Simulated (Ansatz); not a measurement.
One structure, 3 elements: BeS, MgS, BaS

Plane-wave DFT in Ansatz with scalar-relativistic PAW potentials, cutoff 420 eV, Γ-centred meshes chosen by cell and gap, Gaussian smearing with energies taken to zero width. Every cell was relaxed (cell and atoms) in a run of its own, within the symmetry of its start. Functional: PBEsol.

All members share space group F-43m and the same sites; only the element on one set of sites changes (Be, Mg, Ba). Members needn't be the stable form of their composition. Energies over the elements, where given, are against the elements' standard states in the same functional (H₂, N₂, O₂ and halogens uncorrected, Hg as a solid). The first member:

Space group F-43m (No. 216). a = 4.838 Å, b = 4.838 Å, c = 4.838 Å, α = 90.00°, β = 90.00°, γ = 90.00°
```json
{"atom": "Be", "site": "4a", "symmetry": "-43m", "x": "0.0000", "y": "0.0000", "z": "0.0000"}
{"atom": "S", "site": "4c", "symmetry": "-43m", "x": "0.2500", "y": "0.2500", "z": "0.2500"}
```

```csv
compound,V (Å³/atom),a (Å),gap on mesh (eV),energy over elements (eV/atom)
BeS,14.15,4.838,2.91,-1.101
BaS,41.83,6.943,2.67,-1.869
```

Q: Predict the member with Mg.

A: V (Å³/atom) 22.57, a (Å) 5.652, gap on mesh (eV) 3.32, energy over elements (eV/atom) -1.410. Interpolating linearly in period between Be and Ba would give 21.07 Å³/atom (6.6 % too small) and a gap of 2.85 eV, with -1.293 eV/atom over the elements. Over the whole series the volume grows at each step down the group; the gap has no steady trend; binding against the elements strengthens.

Spin-orbit coupling is left out, which matters for the bands of heavy elements.